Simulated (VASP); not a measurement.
# BN, self-consistent run: which settings are enough?

BN, P1 (no. 1), 4 atoms in the cell. PBE; PAW potentials N, B (PBE set). VASP 6.6.1. The atoms are moved at random off their ideal places.

Wanted: energy within 1 meV/atom; forces within 0.005 eV/Å; pressure within 0.1 GPa.

POSCAR:
```
BN
1.0
    2.4982400000      0.0000000000      0.0000000000
   -1.2491200000      2.1635393048      0.0000000000
    0.0000000000      0.0000000000      6.6357000000
N B
2 2
Direct
    0.6696530000      0.3347270000      0.2506630000
    0.3428390000      0.6724560000      0.7474090000
    0.6645460000      0.3277170000      0.7488410000
    0.3224310000      0.6565030000      0.2488880000
```

## FFT grids and symmetry tolerance typed by hand

| FFT grids and symmetry tolerance typed by hand | Energy less reference (meV/atom) | Forces, largest deviation (eV/Å) | Pressure (GPa) | SCF iterations | Time (s) |
|---|---|---|---|---|---|
| default | 0.0 | 0.0000 | 1.35 | 14 | 28 |
| NGX, NGY, NGZ = 22, 22, 58 | 0.0 | 0.0004 | 1.36 | 14 | 80 |
| NGX, NGY, NGZ = 14, 14, 36 | 0.0 | 0.0010 | 1.36 | 14 | 22 |
| NGX, NGY, NGZ = 12, 12, 30 | -2.3 | 0.0134 | 1.39 | 14 | 16 |
| NGX, NGY, NGZ = 10, 10, 24 | -23.0 | 0.4082 | 0.49 | 14 | 14 |
| NGXF, NGYF, NGZF = 26, 26, 66 | 0.0 | 0.0007 | 1.35 | 14 | 30 |
| NGXF, NGYF, NGZF = 50, 50, 130 | 0.0 | 0.0003 | 1.36 | 14 | 34 |
| SYMPREC = 0.001 | 0.0 | 0.0000 | 1.35 | 14 | 32 |
| SYMPREC = 1e-08 | 0.0 | 0.0000 | 1.35 | 14 | 28 |
| EWALD_CUTOFF = 2.0 | -1542.5 | 0.1383 | -101.99 | 14 | 26 |
| EWALD_CUTOFF = 8.0 | 0.0 | 0.0000 | 1.36 | 14 | 26 |

Chosen: NGX, NGY, NGZ = 14, 14, 36; it saves 5.5 s of 28, so default would do nearly as well.

## The input

INCAR:
```
ALGO     = Normal         # electronic algorithm
EDIFF    = 1E-7           # SCF threshold, eV
ENCUT    = 400            # plane-wave cutoff, eV
ISIF     = 2              # what is computed and relaxed
ISMEAR   = 0              # smearing method
LASPH    = True           # aspherical terms in the spheres
LCHARG   = False          # write CHGCAR
LREAL    = False          # projectors in reciprocal space
LWAVE    = False          # write WAVECAR
NELM     = 100            # most SCF steps
NGX      = 14           
NGY      = 14           
NGZ      = 36           
PREC     = Accurate       # precision mode
SIGMA    = 0.02           # smearing width, eV
```

KPOINTS:
```
k-points
0
Gamma
  10 10 4
```

Commands:
```
cat potpaw_PBE.64/N/POTCAR potpaw_PBE.64/B/POTCAR > POTCAR
mpirun -np 1 vasp_std > vasp.out
```

The chosen input took VASP 6.6.1 22 s on 1 core (AMD EPYC 9R45 (Zen 5)), a shared host.

## An input that fails: an FFT grid typed too coarse

It runs to its end, but against the unchanged starting input it is off by 1958.3 meV/atom in the energy, 0.6762 eV/Å in the forces, 51.64 GPa in the pressure.

Changes against the starting input:
```
+ NGX = 6
+ NGY = 6
+ NGZ = 16
```
